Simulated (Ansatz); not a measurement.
**How the conductance of Cu/HfO2/Cu changes with thickness**

Aim: the conductance of Cu/HfO2/Cu junctions as the barrier thickens. Both electrodes are Cu fcc(001) sqrt2 x sqrt2; the barrier is HfO2 fluorite(001) (O2 and Hf faces). In the first transport cell, after relaxation, the nearest pair of electrode and barrier is Cu–O at 1.89 Å, along the normal, at the lower face and Cu–Hf at 2.59 Å, along the normal, at the upper one. All share a net of side 3.63 Å, which strains the lower electrode by +0.0 % and the barrier by +1.1 %, against typed lattice constants near PBE's. The first steps treat the bulk electrodes alone.

Calculated with Ansatz 0.2.0; PBE DFT, plane waves, PAW files, in the first sound run; inputs show where later runs differ.

### Step 1. Starting point

It takes space group Fm-3m (No. 225, cubic). The conventional cell has a = 3.630 Å, b = 3.630 Å, c = 3.630 Å, α = 90.00°, β = 90.00°, γ = 90.00°. Nearest to Cu lie 12 Cu at 2.57 Å.

### Step 2. Layer spacing of the electrode

The electrode is held to the junction's net and relaxed along the normal; its spacing is used for the ideal lead layers.

input.yaml

```yaml
crystal:
  lattice:
    - [3.63, 0.0, 0.0]
    - [0.0, 3.63, 0.0]
    - [0.0, 0.0, 3.63]
  atoms:
    - { symbol: Cu, position: [0.0, 0.0, 0.0] }
    - { symbol: Cu, position: [0.5, 0.5, 0.0] }
    - { symbol: Cu, position: [0.5, 0.0, 0.5] }
    - { symbol: Cu, position: [0.0, 0.5, 0.5] }
kpoints:
  mp_grid: { grid: [10, 10, 9] }
scf:
  occupations: { method: fermi_dirac, width: 0.1 }
  max_iter: 150
hamiltonian:
  xc: pbe
relax:
  f_tol: 0.01
  max_steps: 40
  cell: { fix: [a, b, angles] }
```

Launch:

```sh
> ansatz run input.yaml --threads 8 --pin off --max-ram 24576MiB --backend cpu --events-out ev --progress --plain --runs-dir out
```

Numbers of over 12 decimals in the logs are rounded to 6 here.

The program printed:

```text
Warning: crystal.symmetry: narrowed to the stabiliser of the fixed cell quantities (relax.cell.fix) — unitary ops 192 → 64. The narrowing is safe, since a smaller group never makes results wrong: the run goes on under it, on as many k-points as the starting group would need, or more. Excluded: 128 operations that would move a fixed cell quantity at a test strain (relax.cell.fix fixes a, b, alpha, beta, gamma). The cell can leave their symmetry as it relaxes.
Engine: ansatz 0.2.0, aarch64-unknown-linux-gnu
Pseudopotentials: kind: paw
Pseudopotential: Cu, paw, valence charge 19, recommended cutoff 420 eV (normal), Cu.paw.azcp
Functional definition: PBE
  parameter kappa = 0.804
  parameter beta = 0.066725
  exchange = pbe_x(kappa = kappa, mu = beta*pi^2/3)
  correlation = pbe_c(beta = beta)
Crystal: 4 atoms, lattice volume = 47.832 Å³
Basis set: ecut = 420 eV, 925 PW (Γ), exchange–correlation on 50×50×50 points (8 copies of the dense FFT grid, shifted against one another)
Bands: 46, of which v1, the nominal top of the filled ones, is band 38 counted from 1 (37 counted from 0)
Symmetry: 64 space group operations
k-points: 105 of 900
Non-local potential: Cu, projectors of the file, l = 0: 3, l = 1: 2, l = 2: 3, l = 3: 1
PAW form: soft (Blöchl's): semilocal exchange-correlation on the pseudo side does not see the compensation charge
PAW one-centre angular grid: Cu, 590 points (default); XC on 64 Gauss nodes
Initial density: superposition of atomic densities (neutral atoms: chi_scale 0, normalization atom), corrected by the library's trained network
Initial wavefunctions: pseudopotential atomic-orbital guess
Functional: x = pbe(κ = 0.804, μ = 0.219515), c = pbe(β = 0.066725)
SCF iter   1: F=—  HF=-26500.715498 eV  |F-HF|=—  |Δ(HF+E_count)|=         —  Δρ=7.60e-4  dr2=6.45e-5  ethr=1.77e-3  ⟨swp⟩=5.1  Hψ=15161  notcnv=0  defer=101
preconditioner: auto → Kerker (q_TF=auto, 2.947 Å⁻¹)  [metal: Δε(μ)=0.074 eV  Ē_g=10.393 eV  σ=0.100 eV  W_gap=0.18  n_scr=18 (ndim 8)  ℏωp=35.6 eV  f_vac=0.000  D(μ)=1.32/eV (n_scr^D=6)]
SCF iter   2: F=—  HF=-26500.715945 eV  |F-HF|=—  |Δ(HF+E_count)|=   4.47e-4  Δρ=4.23e-4  dr2=2.07e-5  ethr=8.49e-8  ⟨swp⟩=3.1  Hψ=12412  notcnv=0  defer=108
SCF iter   3: F=—  HF=-26500.715993 eV  |F-HF|=—  |Δ(HF+E_count)|=   4.79e-5  Δρ=2.35e-4  dr2=6.61e-6  ethr=2.72e-8  ⟨swp⟩=2.0  Hψ=6833  notcnv=0  defer=108
SCF iter   4: F=—  HF=-26500.716013 eV  |F-HF|=—  |Δ(HF+E_count)|=   1.97e-5  Δρ=2.47e-5  dr2=1.70e-7  ethr=8.70e-9  ⟨swp⟩=2.0  Hψ=6748  notcnv=0  defer=108
iter 5 did not close the SCF: its close was put off for the readings that it lacked (scf_convergence_deferred on its scf_iter line)
SCF iter   5: F=-26500.716013 eV  HF=-26500.716013 eV  |F-HF|=9.34e-9  |Δ(HF+E_count)|=   1.24e-7  Δρ=1.21e-5  dr2=4.65e-8  ethr=2.24e-10  ⟨swp⟩=2.2  Hψ=7026  notcnv=0  defer=108
SCF iter   6: F=-26500.716013 eV  HF=-26500.716013 eV  |F-HF|=3.93e-10  |Δ(HF+E_count)|=   9.06e-9  Δρ=2.17e-6  dr2=1.48e-9  ethr=6.12e-11  ⟨swp⟩=2.5  Hψ=14613  notcnv=0
SCF 1 converged in 6 iterations: F = -26500.716013 eV  dr2 = 1.48e-9
  greatest PAW one-centre occupation: 1.000 electrons in one spin orbital (limit 2), on the Cu atom at site 3 (counted from 0), in its partial waves of l = 0
relax step   1: F+E_penalty+E_count = -26500.71601275 eV  Δ(F+E_penalty+E_count) = +0.000e0 eV  max|allowed force component| = 2.874e-29 eV/Å  Δτ_max = 0.0000 Å  P = -0.075 GPa  Ω = 47.832 Å³  fix = [a, b, alpha, beta, gamma]  reactions: a +0.034, b +0.034 GPa  (6 SCF iters, dr2 threshold 1.00e-7 eV, accepted)
Crystal: 4 atoms, lattice volume = 47.802 Å³
Initial density: handed on by an earlier stage of this run
Initial wavefunctions: those handed on with the density
iter 1 solved again at ethr=2.30e-8 eV; its pass at ethr=3.10e-3 eV (dr2=1.74e-5 eV) is discarded
SCF iter   1: F=—  HF=-26500.716085 eV  |F-HF|=—  |Δ(HF+E_count)|=         —  Δρ=2.45e-4  dr2=1.82e-5  ethr=2.30e-8  ⟨swp⟩=2.1  Hψ=19096  notcnv=0
preconditioner: auto → Kerker (q_TF=auto, 2.947 Å⁻¹)  [metal: Δε(μ)=0.072 eV  Ē_g=10.399 eV  σ=0.100 eV  W_gap=0.17  n_scr=18 (ndim 8)  ℏωp=35.6 eV  f_vac=0.000  D(μ)=1.31/eV (n_scr^D=6)]
SCF iter   2: F=—  HF=-26500.716082 eV  |F-HF|=—  |Δ(HF+E_count)|=   3.30e-6  Δρ=5.60e-5  dr2=1.28e-6  ethr=2.30e-8  ⟨swp⟩=2.2  Hψ=6621  notcnv=0
SCF iter   3: F=—  HF=-26500.716081 eV  |F-HF|=—  |Δ(HF+E_count)|=   5.69e-7  Δρ=4.06e-5  dr2=6.63e-7  ethr=1.68e-9  ⟨swp⟩=2.2  Hψ=7244  notcnv=0
iter 4 did not close the SCF: its close was put off for the readings that it lacked (scf_convergence_deferred on its scf_iter line)
SCF iter   4: F=-26500.716081 eV  HF=-26500.716081 eV  |F-HF|=2.04e-8  |Δ(HF+E_count)|=   1.12e-7  Δρ=8.71e-6  dr2=1.49e-8  ethr=8.72e-10  ⟨swp⟩=2.1  Hψ=6143  notcnv=0
iter 5 did not close the SCF: its close was put off for the readings that it lacked (scf_convergence_deferred on its scf_iter line)
SCF iter   5: F=-26500.716081 eV  HF=-26500.716081 eV  |F-HF|=1.67e-10  |Δ(HF+E_count)|=   3.12e-8  Δρ=2.01e-6  dr2=1.55e-9  ethr=1.96e-11  ⟨swp⟩=2.0  Hψ=8840  notcnv=0
SCF iter   6: F=-26500.716081 eV  HF=-26500.716081 eV  |F-HF|=3.27e-11  |Δ(HF+E_count)|=  2.00e-10  Δρ=4.02e-7  dr2=4.27e-11  ethr=2.04e-12  ⟨swp⟩=1.5  Hψ=12145  notcnv=0
SCF 2 converged in 6 iterations: F = -26500.716081 eV  dr2 = 4.27e-11
relax step   2: F+E_penalty+E_count = -26500.71608141 eV  Δ(F+E_penalty+E_count) = -6.866e-5 eV  max|allowed force component| = 4.211e-29 eV/Å  Δτ_max = 0.0000 Å  P = +0.013 GPa  Ω = 47.802 Å³  energy of the carried Pulay correction = +2.319e-5 eV  fix = [a, b, alpha, beta, gamma]  reactions: a +0.110, b +0.110 GPa  (6 SCF iters, dr2 threshold 2.18e-7 eV, accepted)
Crystal: 4 atoms, lattice volume = 47.753 Å³
iter 1 solved again at ethr=5.83e-8 eV; its pass at ethr=3.10e-3 eV (dr2=4.43e-5 eV) is discarded
SCF iter   1: F=—  HF=-26500.716155 eV  |F-HF|=—  |Δ(HF+E_count)|=         —  Δρ=3.90e-4  dr2=4.61e-5  ethr=5.83e-8  ⟨swp⟩=2.1  Hψ=18707  notcnv=0
preconditioner: auto → Kerker (q_TF=auto, 2.948 Å⁻¹)  [metal: Δε(μ)=0.068 eV  Ē_g=10.406 eV  σ=0.100 eV  W_gap=0.16  n_scr=18 (ndim 8)  ℏωp=35.6 eV  f_vac=0.000  D(μ)=1.31/eV (n_scr^D=6)]
SCF iter   2: F=—  HF=-26500.716147 eV  |F-HF|=—  |Δ(HF+E_count)|=   8.42e-6  Δρ=8.83e-5  dr2=3.19e-6  ethr=5.83e-8  ⟨swp⟩=2.2  Hψ=6637  notcnv=0
SCF iter   3: F=—  HF=-26500.716146 eV  |F-HF|=—  |Δ(HF+E_count)|=   1.41e-6  Δρ=6.36e-5  dr2=1.64e-6  ethr=4.20e-9  ⟨swp⟩=2.2  Hψ=7219  notcnv=0
SCF iter   4: F=—  HF=-26500.716145 eV  |F-HF|=—  |Δ(HF+E_count)|=   2.66e-7  Δρ=1.41e-5  dr2=3.95e-8  ethr=2.16e-9  ⟨swp⟩=2.1  Hψ=6180  notcnv=0
iter 5 did not close the SCF: its close was put off for the readings that it lacked (scf_convergence_deferred on its scf_iter line)
SCF iter   5: F=-26500.716145 eV  HF=-26500.716145 eV  |F-HF|=3.20e-10  |Δ(HF+E_count)|=   7.80e-8  Δρ=3.21e-6  dr2=4.01e-9  ethr=5.20e-11  ⟨swp⟩=2.0  Hψ=8840  notcnv=0
SCF iter   6: F=-26500.716145 eV  HF=-26500.716145 eV  |F-HF|=1.16e-10  |Δ(HF+E_count)|=  5.46e-10  Δρ=6.70e-7  dr2=1.23e-10  ethr=5.27e-12  ⟨swp⟩=2.0  Hψ=14987  notcnv=0
SCF 3 converged in 6 iterations: F = -26500.716145 eV  dr2 = 1.23e-10
relax step   3: F+E_penalty+E_count = -26500.71614548 eV  Δ(F+E_penalty+E_count) = -6.407e-5 eV  max|allowed force component| = 4.669e-29 eV/Å  Δτ_max = 0.0000 Å  P = +0.155 GPa  Ω = 47.753 Å³  energy of the carried Pulay correction = +6.001e-5 eV  fix = [a, b, alpha, beta, gamma]  reactions: a +0.232, b +0.232 GPa  (6 SCF iters, dr2 threshold 8.19e-8 eV, accepted)
Initial wavefunctions: pseudopotential atomic-orbital guess (no wavefunctions were taken with the density)
iter 1 solved again at ethr=5.97e-10 eV; its pass at ethr=3.10e-3 eV (dr2=4.54e-7 eV) is discarded
SCF iter   1: F=—  HF=-26500.716089 eV  |F-HF|=—  |Δ(HF+E_count)|=         —  Δρ=4.87e-6  dr2=1.54e-9  ethr=5.97e-10  ⟨swp⟩=4.3  Hψ=32862  notcnv=0
preconditioner: auto → Kerker (q_TF=auto, 2.948 Å⁻¹)  [metal: Δε(μ)=0.068 eV  Ē_g=10.408 eV  σ=0.100 eV  W_gap=0.16  n_scr=18 (ndim 8)  ℏωp=35.6 eV  f_vac=0.000  D(μ)=1.31/eV (n_scr^D=6)]
SCF iter   2: F=—  HF=-26500.716089 eV  |F-HF|=—  |Δ(HF+E_count)|=   4.40e-8  Δρ=4.19e-6  dr2=4.57e-9  ethr=2.03e-12  ⟨swp⟩=2.2  Hψ=8982  notcnv=0
SCF iter   3: F=—  HF=-26500.716089 eV  |F-HF|=—  |Δ(HF+E_count)|=  1.93e-10  Δρ=1.59e-6  dr2=6.80e-10  ethr=2.03e-12  ⟨swp⟩=2.1  Hψ=6175  notcnv=0
SCF iter   4: F=—  HF=-26500.716089 eV  |F-HF|=—  |Δ(HF+E_count)|=  1.49e-10  Δρ=5.96e-7  dr2=9.19e-11  ethr=1.00e-12  ⟨swp⟩=2.0  Hψ=7024  notcnv=0
iter 5 did not close the SCF: its close was put off for the readings that it lacked (scf_convergence_deferred on its scf_iter line)
SCF iter   5: F=-26500.716089 eV  HF=-26500.716089 eV  |F-HF|=7.28e-12  |Δ(HF+E_count)|=  3.64e-12  Δρ=1.97e-7  dr2=1.13e-11  ethr=1.00e-12  ⟨swp⟩=1.0  Hψ=4830  notcnv=0
iter 6 did not close the SCF: its close was put off for the readings that it lacked (scf_convergence_deferred on its scf_iter line)
SCF iter   6: F=-26500.716089 eV  HF=-26500.716089 eV  |F-HF|=3.64e-12  |Δ(HF+E_count)|=  3.64e-12  Δρ=3.37e-8  dr2=4.10e-13  ethr=1.00e-12  ⟨swp⟩=1.0  Hψ=4830  notcnv=0
iter 7 did not close the SCF: its close was put off for the readings that it lacked (scf_convergence_deferred on its scf_iter line)
SCF iter   7: F=-26500.716089 eV  HF=-26500.716089 eV  |F-HF|=3.64e-12  |Δ(HF+E_count)|=  3.64e-12  Δρ=3.17e-9  dr2=3.80e-15  ethr=1.00e-12  ⟨swp⟩=1.0  Hψ=4830  notcnv=0
iter 8 did not close the SCF: its close was put off for the readings that it lacked (scf_convergence_deferred on its scf_iter line)
SCF iter   8: F=-26500.716089 eV  HF=-26500.716089 eV  |F-HF|=7.28e-12  |Δ(HF+E_count)|=  7.28e-12  Δρ=4.38e-10  dr2=4.11e-17  ethr=1.00e-12  ⟨swp⟩=1.0  Hψ=4830  notcnv=0
SCF iter   9: F=-26500.716089 eV  HF=-26500.716089 eV  |F-HF|=0.00e0  |Δ(HF+E_count)|=    0.00e0  Δρ=7.50e-11  dr2=1.29e-18  ethr=1.00e-12  ⟨swp⟩=1.2  Hψ=10344  notcnv=0
SCF 4 converged in 9 iterations: F = -26500.716089 eV  dr2 = 1.29e-18
relax step   4: F+E_penalty+E_count = -26500.71608945 eV  Δ(F+E_penalty+E_count) = +5.603e-5 eV  max|allowed force component| = 3.821e-29 eV/Å  Δτ_max = 0.0000 Å  P = +0.157 GPa  Ω = 47.753 Å³  fix = [a, b, alpha, beta, gamma]  reactions: a +0.233, b +0.233 GPa  stress off target by 3.92e-3 GPa on what of the cell is left free  SCF on the basis re-selected at this cell (its energy is not comparable with the rows above)  (9 SCF iters)
basis re-selected at this cell: Δ(F+E_penalty+E_count) = +5.603e-5 eV, ΔP = +0.002 GPa vs the last step (what re-selecting the basis moved, of the pressure what is left beyond the Pulay correction that the steps carried, after the strain that the cell walked since its last selection, with what the two solves' SCF thresholds leave and, on support functions, any second-order correction that the steps lacked; it is no m [...]
SCF converged after 9 iterations
Free energy (F): -26500.716089 eV
Harris-Foulkes:  -26500.716089 eV  (|F-HF|=0.00e0)
Internal energy: -26500.673780 eV  (E = F + TS)
E sigma→0 (E₀):  -26500.694935 eV
Entropy (-TS):   -0.042309 eV (-10.577 meV/atom)
Fermi energy:    16.555115 eV
--- Per-component energies (eV) ---
  E_band       = -1453.080797
  E_kinetic    = 1199.190622
  E_local      = -16279.879709  (includes V_loc(G=0)·N_el)
  E_nonlocal   = 1559.242730
  E_hartree    = 7168.858656
  E_xc         = -358.001216
  E_vxc        = -461.977301  (∫ρ·V_xc dr)
  E_paw        = -6651.513677  (= ΣΔE_a)
  E_vpaw       = -1807.375510  (= ΣTr[D̂ρ^β])
  E_aug_tail   = 0.001059  (compensation charges beyond the density's cutoff)
  E_ewald      = -13138.572246
  E_smearing   = -0.042309  (= −TS)
  E_closure    = 0.000000  (closes the sum)
  Σ components = -26500.716089   (vs F -26500.716089, Δ=0.00e0)
--- Forces (eV/Å), atoms counted from 1 ---
  atom   1  Cu    -0.00000000    -0.00000000    -0.00000000
  atom   2  Cu     0.00000000     0.00000000     0.00000000
  atom   3  Cu    -0.00000000    -0.00000000    -0.00000000
  atom   4  Cu     0.00000000    -0.00000000    -0.00000000
  max |Σ_I F_I| component: 2.66e-29 eV/Å
--- Stress (GPa, compression-positive) ---
        0.232980       0.000000       0.000000
        0.000000       0.232980       0.000000
        0.000000       0.000000       0.003919
  P = ⅓ Tr σ = 0.1566 GPa (1.566 kbar)
--- Relaxed structure (3 steps of the walk, 3 accepted, 1 SCFs on fresh bases) ---
  F+E_penalty+E_count = -26500.71608945 eV   max|allowed force component| = 3.821e-29 eV/Å   (the final SCF, on the basis selected at the relaxed cell)
  cell:  # Å, volume = 47.7531 Å³
    - [3.63, 0, 0]
    - [0, 3.63, 0]
    - [0, 0, 3.623998]
  atoms:
    - { symbol: Cu, position: [0, 0, 0] }
    - { symbol: Cu, position: [0.5, 0.5, 0] }
    - { symbol: Cu, position: [0.5, 0, 0.5] }
    - { symbol: Cu, position: [0, 0.5, 0.5] }
```

Elapsed: 6.5 s, on 8 threads of Arm Neoverse V2, shared host; peak memory 0.52 GiB; 47 s of CPU time.

The steps of the relaxation:

| step | energy less that of the first step (eV) | largest force component (eV/Å) | pressure (GPa) | volume (Å³) |
| --- | --- | --- | --- | --- |
| 1 | 0.0000 | 0.0000 | -0.08 | 47.83 |
| 2 | -0.0001 | 0.0000 | 0.01 | 47.80 |
| 3 | -0.0001 | 0.0000 | 0.15 | 47.75 |
| 4* | -0.0001 | 0.0000 | 0.16 | 47.75 |

Relaxation steps marked * repeat the geometry before them on a plane-wave basis chosen anew for their cell, so energy and pressure can jump there.

| cell as run | before | after | change |
| --- | --- | --- | --- |
| a (Å) | 3.630 | 3.630 | +0.0 % |
| b (Å) | 3.630 | 3.630 | +0.0 % |
| c (Å) | 3.630 | 3.624 | -0.2 % |
| volume (Å³/atom) | 11.96 | 11.94 | -0.2 % |

This step gave:

```
free energy  : -26500.7161 eV
Fermi energy : 16.56 eV
pressure     : 0.1566 GPa
```

The cell shrank by 0.2 % in volume.

(Continued in part 2 of 5.)

[Logs are printed without paths, hosts, clocks, repeated set-up lines and the standing remarks that a program may print on its own settings, such as how far it seeks lower states.]

[Hosts, paths, dates, database ids (printed as entryN), source tags and the programs' standing remarks are cut or masked in the printed files.]
